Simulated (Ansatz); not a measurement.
# Si(111) with Br on 25 % of the top atoms and H on the rest: bands and core levels

Aim: core-level components, unfolded bands and work function of Si(111) with Br on 25 % of the top atoms and H on the rest.

Main program and level: Ansatz 0.2.0; DFT, PBE, plane-wave PAW, scalar-relativistic; PAW set soft_1.

Most raw output is cut from this account.

**1. The structure**

The cell holds 32 atoms: 1 Br, 7 H and 24 Si. Its edges and angles: a = 7.679 Å, b = 7.679 Å, c = 24.774 Å, α = 90.0°, β = 90.0°, γ = 60.0°. It derives from Si. How the cell was made: terminated face; group: Br; share of top atoms: 0.25; rest: H; oxygen in back bonds: 0; lower face: H. Regions: ad, 4 atoms (1 Br and 3 H); L1, 4 atoms (4 Si); L2, 4 atoms (4 Si); L3, 4 atoms (4 Si); mid, 4 atoms (4 Si); rest, 12 atoms (8 Si and 4 H). Vacuum lies along c.

**2. Relaxation**

Levels and vacuum steps follow bond lengths, so the atoms are relaxed first. 12 atoms are held to stand for the bulk. A dipole correction cancels the field between unlike faces.

File input.yaml:

```yaml
crystal:
  lattice:
    - [7.6791796437, 0.0, 0.0]
    - [3.8395898218, 6.6503646517, 0.0]
    - [0.0, 0.0, 24.7737769138]
  atoms:
    - { symbol: Br, position: [0.0, 0.0, 0.717443165] }
    - { symbol: H, position: [0.5, 0.0, 0.681518082] }
    - { symbol: H, position: [0.0, 0.5, 0.681518082] }
    - { symbol: H, position: [0.5, 0.5, 0.681518082] }
    - { symbol: Si, position: [0.0, 0.0, 0.626217672] }
    - { symbol: Si, position: [0.5, 0.0, 0.626217672] }
    - { symbol: Si, position: [0.0, 0.5, 0.626217672] }
    - { symbol: Si, position: [0.5, 0.5, 0.626217672] }
[... 20 atom lines left out ...]
    - { symbol: H, position: [0.0, 0.0, 0.282556835] }
    - { symbol: H, position: [0.5, 0.0, 0.282556835] }
    - { symbol: H, position: [0.0, 0.5, 0.282556835] }
    - { symbol: H, position: [0.5, 0.5, 0.282556835] }
kpoints:
  mp_grid: { grid: [3, 3, 1] }
scf:
  occupations: { method: fermi_dirac, width: 0.02 }
  n_extra_bands: 23
hamiltonian:
  xc: pbe
  pseudopotentials: { kind: paw, azcp: { folder: soft_1 } }
output:
  forces: true
  write_potential: true
  volumetric_format: []
efield:
  axis: 3
  dipole_correction: true
relax:
  f_tol: 0.03
  max_steps: 70
  constraints: [{ sites: [20, 21, 22, 23, 24, 25, 26, 27, 28, 29, 30, 31] }]
```

Launch:

```console
ansatz run input.yaml --threads 4 --pin off --max-ram 11264MiB --backend cpu --events-out ev --progress --plain --runs-dir out
```

Wall time 24 s (4 threads of AMD EPYC 9B14 (Zen 4), shared host); peak memory 1.8 GiB; 90 s of CPU time.

Step by step:

| step | energy less that of the first step (eV) | largest force component (eV/Å) |
| --- | --- | --- |
| 1 | 0.0000 | 2.8625 |
| 2 | -0.4370 | 1.0888 |
| 3 | -0.5244 | 0.0961 |
| 4 | -0.5258 | 0.0456 |
| 5 | -0.5264 | 0.0025 |

Forces are held to the 6 operations that the run works with; a distortion that breaks them can't arise in this run.

The atoms that moved most (Å):

| atom | dx | dy | dz | length |
| --- | --- | --- | --- | --- |
| H2 | 0.000 | -0.006 | 0.170 | 0.170 |
| H3 | -0.005 | 0.003 | 0.170 | 0.170 |
| H4 | 0.005 | 0.003 | 0.170 | 0.170 |
| Si10 | 0.000 | 0.000 | 0.042 | 0.042 |
| Si8 | -0.003 | -0.002 | 0.039 | 0.039 |
| Si7 | 0.003 | -0.002 | 0.039 | 0.039 |
| Si6 | 0.000 | 0.004 | 0.039 | 0.039 |
| Si9 | 0.000 | 0.013 | 0.037 | 0.039 |

This step gave:

```
free energy                                                         : -18153.9413 eV
Fermi energy                                                        : 0.1234 eV
symmetry operations                                                 : 6
gap on the k-mesh                                                   : 1.109 eV
ionisation potential, upper face                                    : 5.156 eV
upper vacuum level less the lowest empty level (Kohn–Sham affinity) : 4.048 eV
ionisation potential, lower face                                    : 4.680 eV
```

The relaxation ends 16 meV an atom lower, with a largest force component of 0.0025 eV/Å on the free atoms.

**3. Bands by layer**

The main run: bands along the zone's path, each state's share in the top and middle regions, the DOS and the planar potential. The cell holds 4 small cells, so the bands are unfolded.

File input.yaml:

```yaml
crystal:
  lattice:
    - [7.6791796437, 0.0, 0.0]
    - [3.8395898218, 6.6503646517, 0.0]
    - [0.0, 0.0, 24.7737769138]
  atoms:
    - { symbol: Br, position: [0.0, 0.0, 0.717528971] }
    - { symbol: H, position: [0.5004599934, -0.0009199868, 0.6883948844] }
    - { symbol: H, position: [-0.0009199868, 0.5004599934, 0.6883948844] }
    - { symbol: H, position: [0.5004599934, 0.5004599934, 0.6883948844] }
    - { symbol: Si, position: [0.0, 0.0, 0.6257931318] }
    - { symbol: Si, position: [0.4997074308, 0.0005851383, 0.6278022319] }
    - { symbol: Si, position: [0.0005851383, 0.4997074308, 0.6278022319] }
    - { symbol: Si, position: [0.4997074308, 0.4997074308, 0.6278022319] }
[... 20 atom lines left out ...]
    - { symbol: H, position: [0.0, 0.0, 0.282556835] }
    - { symbol: H, position: [0.5, 0.0, 0.282556835] }
    - { symbol: H, position: [0.0, 0.5, 0.282556835] }
    - { symbol: H, position: [0.5, 0.5, 0.282556835] }
kpoints:
  mp_grid: { grid: [3, 3, 1] }
scf:
  occupations: { method: fermi_dirac, width: 0.02 }
  n_extra_bands: 36
hamiltonian:
  xc: pbe
  pseudopotentials: { kind: paw, azcp: { folder: soft_1 } }
output:
  forces: true
  write_potential: true
  volumetric_format: []
  dos:
    projected:
      site_lists:
        adsorbate: [0, 1, 2, 3]
        layer_1: [4, 5, 6, 7]
        layer_2: [8, 9, 10, 11]
        layer_3: [12, 13, 14, 15]
        middle: [16, 17, 18, 19]
        other_layers: [20, 21, 22, 23, 24, 25, 26, 27, 28, 29, 30, 31]
    de: 0.05
    e_range: [-30, 12]
    method: { smearing: { sigma: 0.12, scheme: gaussian } }
  eigenstates:
    kpoints:
      - [0.33333333, -0.33333333, 0.0]
      - [0.25, -0.375, 0.0]
      - [0.16666667, -0.41666667, 0.0]
      - [0.08333333, -0.45833333, 0.0]
      - [0.0, 0.5, 0.0]
      - [-0.08333333, 0.45833333, 0.0]
      # [... 29 more points ...]
      - [0.25, 0.5, 0.0]
      - [0.29166667, -0.41666667, 0.0]
    e_range: [-8.0, 6.0]
    unfold:
      supercell_matrix: [[2, 0, 0], [0, 2, 0], [0, 0, 1]]
      layers:
        axis: 3
        edges: [0.121096, 0.389656, 0.39456, 0.605526, 0.612046, 0.878987]
efield:
  axis: 3
  dipole_correction: true
```

The job ended after 2.3 min (4 threads; peak memory 4.5 GiB; 9.2 min of CPU time).

Numbers from this step:

```yaml
zero_of_energy: valence-band maximum
share_of_occupied_states_in_no_projected_shell: 0.0115 of the occupied states in the window
upper_vacuum_level_less_the_lowest_empty_level_kohn_sham_affinity: 4.047 eV
```

A(k,E), total over k along the path and E. Zero: valence-band maximum.

Values in eV⁻¹, 12 rows by 16 columns, each cell a mean:
```
2.11 2.44 3.74 3.98 3.19 3.39 1.99 2.48 4.48 2.71 2.28 1.87 1.56 1.10 2.46 2.27
0.64 1.24 1.74 2.77 3.79 4.29 5.51 5.13 3.01 1.95 1.41 1.41 1.63 2.35 2.11 0.63
2.24 1.81 1.70 1.71 1.93 2.65 2.68 2.77 2.34 1.88 2.01 1.75 1.44 2.12 1.70 2.25
0.23 0.23 0.20 0.18 0.22 0.31 0.80 0.52 0.41 1.02 1.44 1.92 2.26 1.29 0.45 0.24
0.08 0.08 0.10 0.12 0.18 0.47 1.38 0.97 0.36 0.21 0.22 0.29 0.29 0.15 0.09 0.08
0.12 0.14 0.23 0.53 1.47 3.04 3.93 3.72 2.25 1.32 0.87 0.52 0.38 0.21 0.14 0.12
0.90 1.08 1.28 2.26 2.86 2.81 1.39 1.96 3.00 2.61 2.47 2.41 2.38 1.86 1.14 0.89
2.15 2.21 3.01 2.50 2.24 0.83 0.45 0.50 1.47 1.92 1.80 2.06 2.08 2.46 2.27 2.17
2.80 3.01 2.32 2.02 1.31 0.96 0.94 0.94 1.03 1.75 1.70 1.60 1.82 2.14 2.93 2.79
1.21 0.80 0.86 0.89 0.40 0.33 0.30 0.31 0.35 0.64 1.07 0.73 0.60 0.56 0.74 1.21
0.34 0.87 1.20 0.96 0.85 0.80 0.80 0.80 0.81 0.90 1.13 0.97 0.30 0.27 0.31 0.30
1.60 1.17 1.06 0.85 0.80 0.82 0.83 0.83 0.81 0.81 0.96 1.38 1.66 1.62 1.61 1.64
```
Columns: k along the path (Å⁻¹) from 0 to 2.58; rows upwards: E (eV) from -7.14 to 4.90.

A(k,E), top over k along the path and E. Zero: valence-band maximum.

Ten even steps from '_' (0.02 eV⁻¹) to '@' (1.20 eV⁻¹), each cell a mean:
```
++==--==++**++++**%%**======++%%%%++====::::::......::==++++
------==**##**++==--##**++**####++==----------------==++----
____..::::--++****####%%@@@@##++------::::::::----====::____
....::......::--==++++++++++++==--::::::..........--==--::..
==------------::----====--======----::----::....::--..::--==
........____________..::--::....::::::----========::........
____________________________________........::::::__________
____________________________________________________________
______________________..::..________________________________
__________________..--++**++--::..__________________________
____________..::--==++++====++==--::::::....________________
......::::::--==++++==--::--==++==========--------::........
------------++======::......::----------==============------
========++++++====--::::::::::--==--========================
========++==--====::::::::::::::--==------====--==++**======
++++**++====++------::::----::------==------========++****++
**++++====--::::..................::::--------------==++++**
....______....______________________....________________....
________....::----------------------::....__________________
____....::::....__________________....::::..________________
::::::::..................................::::::::::::::::::
............____________________________....................
```
Columns: k along the path (Å⁻¹) from 0 to 2.58; rows upwards: E (eV) from -7.14 to 4.90.

A(k,E), middle over k along the path and E. Zero: valence-band maximum.

Values in eV⁻¹, 12 rows by 16 columns, each cell a mean:
```
0.79 1.12 1.79 1.86 1.24 1.18 0.51 0.74 1.74 1.08 1.00 0.92 0.80 0.49 1.02 0.88
0.32 0.64 0.90 1.37 1.81 2.03 2.56 2.41 1.53 1.01 0.72 0.68 0.77 1.19 1.11 0.31
1.32 1.08 1.01 0.99 1.08 1.42 1.36 1.43 1.18 0.88 1.01 0.89 0.71 1.05 1.01 1.32
0.13 0.13 0.11 0.09 0.10 0.15 0.43 0.26 0.21 0.59 0.78 1.01 1.20 0.77 0.26 0.14
0.04 0.04 0.05 0.06 0.09 0.23 0.68 0.48 0.18 0.10 0.12 0.16 0.16 0.08 0.05 0.04
0.05 0.07 0.11 0.27 0.71 1.42 1.94 1.78 1.02 0.63 0.44 0.26 0.18 0.10 0.06 0.05
0.46 0.56 0.64 1.08 1.40 1.49 0.75 1.08 1.57 1.33 1.18 1.12 1.11 0.93 0.59 0.45
1.08 1.08 1.40 1.16 1.00 0.33 0.11 0.14 0.64 0.82 0.90 1.09 1.11 1.17 1.09 1.09
0.91 1.09 0.88 0.81 0.60 0.36 0.33 0.34 0.42 0.74 0.55 0.51 0.62 0.82 1.11 0.91
0.66 0.39 0.45 0.50 0.14 0.10 0.09 0.09 0.11 0.32 0.56 0.26 0.19 0.18 0.33 0.66
0.17 0.49 0.55 0.33 0.28 0.26 0.25 0.26 0.26 0.30 0.46 0.51 0.15 0.13 0.15 0.15
0.91 0.54 0.50 0.41 0.38 0.40 0.40 0.40 0.39 0.39 0.47 0.64 0.88 0.87 0.88 0.94
```
Columns: k along the path (Å⁻¹) from 0 to 2.58; rows upwards: E (eV) from -7.14 to 4.90.

A(k,E), bottom over k along the path and E. Zero: valence-band maximum.

Ten even steps from '0' (0.02 eV⁻¹) to '9' (2.32 eV⁻¹), each cell a mean:
```
332344455621112474432111001333
222345553375446754222222223422
000122455568997422211122233100
111111124444344321110000123211
222222112233333322222111221122
000000000001210012223344321000
000000000000000000111111100000
000000000000000000000000000000
000000000001210000000000000000
000000000135653210000000000000
000000012355345432211000000000
000011133432113433332222100000
111001322310000221122333321111
111134322100000022111111222111
222442132000000013211111123222
455323311111111111232222222444
433321100000000000112222233334
000000000000000000010000000000
000010111111111111101000000000
000111100000000000111100000000
221111111111111111111122222222
110111000000000000001111100011
```
Columns: k along the path (Å⁻¹) from 0 to 2.58; rows upwards: E (eV) from -7.14 to 4.90.

Peaks of A(k,E) at the labelled points: for each region the eleven nearest the zero at most, each over 6 % of that point's highest, less those above the energy where the solved bands run out; weight and spread sum the levels within three half widths or 0.3 eV, so near peaks share levels. Peaks of the spectral function, the first 40 of 124 rows:

| point | weight on | E (eV) | A (1/eV) | weight near the peak | rms spread of levels (eV) |
| --- | --- | --- | --- | --- | --- |
| K | total | -6.58 | 4.276 | 2.015 | 0.017 |
| K | total | -4.38 | 2.817 | 1.827 | 0.157 |
| K | total | -3.94 | 4.021 | 3.322 | 0.221 |
| K | total | -3.06 | 2.713 | 1.295 | 0.135 |
| K | total | -2.2 | 3.168 | 2.075 | 0.162 |
| K | total | 2.18 | 1.813 | 2.734 | 0.175 |
| K | total | 2.58 | 4.918 | 2.951 | 0.182 |
| K | total | 3.34 | 0.544 | 0.111 | 0.085 |
| K | total | 4.58 | 4.023 | 2.521 | 0.118 |
| K | top | -6.58 | 0.615 | 0.293 | 0.033 |
| K | top | -5.46 | 0.113 | 0.035 | 0.005 |
| K | top | -4.06 | 1.052 | 0.847 | 0.235 |
| K | top | -3.7 | 0.909 | 0.811 | 0.205 |
| K | top | -3.02 | 0.701 | 0.389 | 0.147 |
| K | top | -2.2 | 0.654 | 0.491 | 0.217 |
| K | top | -1.64 | 0.353 | 0.183 | 0.141 |
| K | top | 2.16 | 0.356 | 0.474 | 0.188 |
| K | top | 2.58 | 0.818 | 0.512 | 0.196 |
| K | top | 3.36 | 0.119 | 0.029 | 0.122 |
| K | top | 4.58 | 1.01 | 0.666 | 0.123 |
| K | middle | -6.58 | 2.505 | 1.18 | 0.013 |
| K | middle | -4.38 | 1.698 | 1.037 | 0.148 |
| K | middle | -4.08 | 1.296 | 1.46 | 0.267 |
| K | middle | -3.72 | 0.983 | 0.818 | 0.188 |
| K | middle | -3.06 | 1.179 | 0.55 | 0.131 |
| K | middle | -2.2 | 1.87 | 1.191 | 0.14 |
| K | middle | 2.18 | 1.152 | 1.633 | 0.182 |
| K | middle | 2.58 | 2.827 | 1.747 | 0.189 |
| K | middle | 4.58 | 1.476 | 0.919 | 0.114 |
| K | bottom | -6.56 | 1.023 | 0.477 | 0.003 |
| K | bottom | -4.36 | 0.584 | 0.963 | 0.177 |
| K | bottom | -3.92 | 1.99 | 1.287 | 0.172 |
| K | bottom | -3.08 | 0.792 | 0.382 | 0.18 |
| K | bottom | -2.22 | 0.575 | 0.357 | 0.144 |
| K | bottom | 2.58 | 1.177 | 0.64 | 0.142 |
| K | bottom | 3.34 | 0.139 | 0.026 | 0.075 |
| K | bottom | 4.6 | 1.461 | 0.886 | 0.115 |
| Γ | total | -3.44 | 2.169 | 1.088 | 0.109 |
| Γ | total | -1.22 | 2.959 | 2.983 | 0.183 |
| Γ | total | -0.84 | 5.173 | 4.96 | 0.3 |

The DOS has structure finer than the step of the table below, so its rows give means over 1 eV, whole bins alone (the curve runs from -17.0 to 4.63 eV). Peaks (eV: height): total -6.6: 28.1, -1.7: 25.4, 3.5: 26.8, 4.3: 45.5; Si 3p -4.1: 17.1, -2.2: 17.1, -1.7: 21.8, 4.2: 22.9; Si 3s -10.6: 8.53, -9.5: 8.82, -9.0: 12.6, -6.6: 12.1; H 1s -6.5: 2.16, -5.4: 1.79, -3.6: 3.03, -2.8: 1.86; Br 4p -3.2: 2.04, -2.6: 3.55, -2.2: 2.65, -1.6: 1.86.

Table of DOS by E, zero at the valence-band maximum; means over each step; values in states/eV/cell:

| E (eV) | total | Si 3p | Si 3s | H 1s | Br 4p | Br 4s |
| --- | --- | --- | --- | --- | --- | --- |
| -16 | 5.3e-5 | 0 | 0 | 0 | 0 | 4.5e-5 |
| -15 | 2.00 | 0.166 | 0.106 | 6.2e-4 | 0.00857 | 1.71 |
| -14 | 0 | 0 | 0 | 0 | 0 | 0 |
| -13 | 0 | 0 | 0 | 0 | 0 | 0 |
| -12 | 0.151 | 0.00738 | 0.138 | 0.00299 | 1.5e-4 | 3.6e-4 |
| -11 | 3.83 | 0.670 | 3.01 | 0.100 | 0.00612 | 0.0117 |
| -10 | 7.23 | 1.72 | 5.17 | 0.241 | 0.0180 | 0.0229 |
| -9 | 8.57 | 2.23 | 5.88 | 0.337 | 0.0315 | 0.0236 |
| -8 | 4.97 | 1.39 | 3.06 | 0.419 | 0.0460 | 0.0196 |
| -7 | 8.60 | 3.62 | 4.12 | 0.653 | 0.0836 | 0.0200 |
| -6 | 8.33 | 3.94 | 3.39 | 0.728 | 0.143 | 0.0219 |
| -5 | 3.65 | 1.69 | 1.07 | 0.624 | 0.189 | 0.0203 |
| -4 | 15.0 | 10.5 | 1.21 | 2.13 | 0.900 | 0.0214 |
| -3 | 17.2 | 13.4 | 0.808 | 1.11 | 1.70 | 0.00240 |
| -2 | 19.3 | 16.2 | 0.691 | 0.439 | 1.80 | 0.00130 |
| -1 | 9.32 | 8.31 | 0.133 | 0.377 | 0.357 | 7.5e-4 |
| 0 | 1.86 | 1.80 | 2.2e-4 | 3.9e-5 | 0.0133 | 0 |
| 1 | 2.07 | 1.17 | 0.537 | 0.0370 | 0.0178 | 0.00278 |
| 2 | 11.2 | 6.05 | 2.84 | 0.342 | 0.186 | 0.0255 |
| 3 | 18.8 | 10.9 | 3.20 | 0.866 | 0.174 | 0.0300 |
| 4 | 26.5 | 14.7 | 2.94 | 1.04 | 0.0931 | 0.0145 |

Sums over each group's atoms; a table of it gives point samples, which can step over narrow peaks. The DOS of the group by E, zero at the valence-band maximum; 7 of 14 lines; values in states/eV:

| E (eV) | other layers: Si 3p | layer 2: Si 3p | layer 3: Si 3p | middle: Si 3p | layer 1: Si 3p | other layers: Si 3s | adsorbate: Br 4p |
| --- | --- | --- | --- | --- | --- | --- | --- |
| -16 | 0 | 0 | 0 | 0 | 0 | 0 | 0 |
| -15 | 1.9e-5 | 0.0390 | 0.00168 | 3.9e-4 | 0.297 | 8.2e-6 | 0.0175 |
| -14 | 0 | 0 | 0 | 0 | 0 | 0 | 0 |
| -13 | 0 | 0 | 0 | 0 | 0 | 0 | 0 |
| -12 | 7.6e-6 | 0 | 0 | 0 | 5.8e-6 | 9.0e-5 | 0 |
| -11 | 0.0642 | 0.0290 | 0.0595 | 0.0619 | 0.0362 | 0.498 | 0.00287 |
| -10 | 0.420 | 0.227 | 0.169 | 0.172 | 0.194 | 1.58 | 0.0159 |
| -9 | 1.26 | 0.714 | 0.525 | 0.540 | 0.570 | 3.65 | 0.0641 |
| -8 | 0.535 | 0.436 | 0.165 | 0.121 | 0.0351 | 1.21 | 0.0555 |
| -7 | 0.133 | 0.0934 | 0.0641 | 0.0846 | 0.0374 | 0.202 | 0.0141 |
| -6 | 1.10 | 0.414 | 1.08 | 1.04 | 0.766 | 1.05 | 0.117 |
| -5 | 0.381 | 0.0985 | 0.571 | 0.568 | 0.298 | 0.156 | 0.122 |
| -4 | 6.17 | 2.24 | 1.00 | 0.952 | 3.03 | 0.154 | 1.21 |
| -3 | 4.50 | 2.09 | 2.23 | 2.22 | 1.82 | 0.173 | 1.56 |
| -2 | 4.73 | 2.52 | 2.44 | 2.51 | 1.96 | 0.229 | 1.55 |
| -1 | 3.53 | 2.05 | 1.46 | 1.48 | 1.61 | 0.0333 | 0.242 |
| 0 | 0.353 | 0.118 | 0.231 | 0.227 | 0.204 | 2.5e-5 | 0.00557 |
| 1 | 0.265 | 0.127 | 0.298 | 0.308 | 0.172 | 0.135 | 0.00835 |
| 2 | 2.72 | 1.37 | 1.47 | 1.59 | 1.54 | 1.18 | 0.273 |
| 3 | 2.99 | 1.52 | 2.36 | 2.27 | 1.67 | 1.13 | 0.169 |
| 4 | 2.85 | 1.58 | 1.43 | 1.58 | 1.46 | 0.766 | 0.106 |

This run's widths, added to any smearing of the DOS itself: Gaussian 0.35 eV, Lorentzian 0.1 eV plus 0.08 an eV of depth. Table of intensity by binding energy, zero at the valence-band maximum; values in % of the maximum within 13 eV:

| binding energy (eV) | 21.2 eV | 60 eV | 150 eV | 1486.7 eV | 5414.7 eV |
| --- | --- | --- | --- | --- | --- |
| -1.0 | 1.21 | 2.10 | 1.95 | 1.82 | 1.63 |
| -0.5 | 1.72 | 3.27 | 3.08 | 2.51 | 2.07 |
| 0.0 | 3.51 | 11.3 | 10.9 | 5.70 | 3.48 |
| 0.5 | 7.65 | 26.3 | 25.4 | 12.0 | 6.51 |
| 1.0 | 25.4 | 59.4 | 55.8 | 30.2 | 17.6 |
| 1.5 | 60.9 | 94.1 | 91.1 | 67.2 | 45.4 |
| 2.0 | 74.9 | 96.0 | 95.8 | 82.8 | 59.1 |
| 2.5 | 99.5 | 99.8 | 98.4 | 99.2 | 73.5 |
| 3.0 | 79.4 | 93.4 | 87.0 | 78.4 | 58.1 |
| 3.5 | 71.8 | 99.3 | 84.6 | 70.8 | 55.8 |
| 4.0 | 65.7 | 87.0 | 72.8 | 61.3 | 48.9 |
| 4.5 | 31.0 | 43.6 | 37.9 | 37.7 | 33.9 |
| 5.0 | 21.3 | 34.6 | 29.3 | 34.7 | 35.3 |
| 5.5 | 25.3 | 46.4 | 38.5 | 48.9 | 52.2 |
| 6.0 | 20.2 | 52.7 | 46.3 | 59.9 | 65.5 |
| 6.5 | 21.4 | 64.4 | 57.4 | 75.6 | 83.8 |
| 7.0 | 14.6 | 45.8 | 40.4 | 56.0 | 63.1 |
| 7.5 | 12.4 | 40.2 | 34.8 | 51.1 | 58.4 |
| 8.0 | 11.7 | 41.6 | 36.3 | 56.3 | 65.3 |
| 8.5 | 11.6 | 48.4 | 43.2 | 69.3 | 81.1 |
| 9.0 | 11.8 | 56.7 | 51.2 | 83.6 | 98.3 |
| 9.5 | 10.4 | 54.1 | 49.4 | 82.3 | 97.2 |
| 10.0 | 8.22 | 44.4 | 40.5 | 68.1 | 80.8 |
| 10.5 | 6.09 | 34.8 | 31.9 | 54.8 | 65.4 |
| 11.0 | 3.83 | 23.9 | 22.2 | 38.9 | 46.9 |
| 11.5 | - | 14.7 | 13.7 | 24.6 | 30.2 |
| 12.0 | - | 8.28 | 7.81 | 13.9 | 17.8 |
| 12.5 | - | 5.57 | 5.33 | 9.52 | 13.2 |
| 13.0 | - | 4.72 | 4.63 | 8.50 | 12.9 |
| 13.5 | - | 5.00 | 5.09 | 9.72 | 16.2 |
| 14.0 | - | 6.84 | 7.20 | 14.3 | 25.7 |
| 14.5 | - | 11.9 | 12.8 | 26.3 | 49.1 |
| 15.0 | - | 18.4 | 20.0 | 41.5 | 78.8 |
| 15.5 | - | 14.5 | 15.8 | 32.6 | 61.9 |
| 16.0 | - | 7.54 | 8.15 | 16.7 | 31.3 |
| 16.5 | - | 4.19 | 4.47 | 9.01 | 16.6 |

(Part 1 of 2 ends here.)

[Logs are printed without paths, hosts, clocks, repeated set-up lines and the standing remarks that a program may print on its own settings, such as how far it seeks lower states.]

[Hosts, paths, dates, database ids (printed as entryN), source tags and the programs' standing remarks are cut or masked in the printed files.]

[Maps of the electrostatic potential energy from Ansatz leave out the sawtooth potential of an applied field or a dipole correction, so their vacuum need not be flat; work functions include it.]
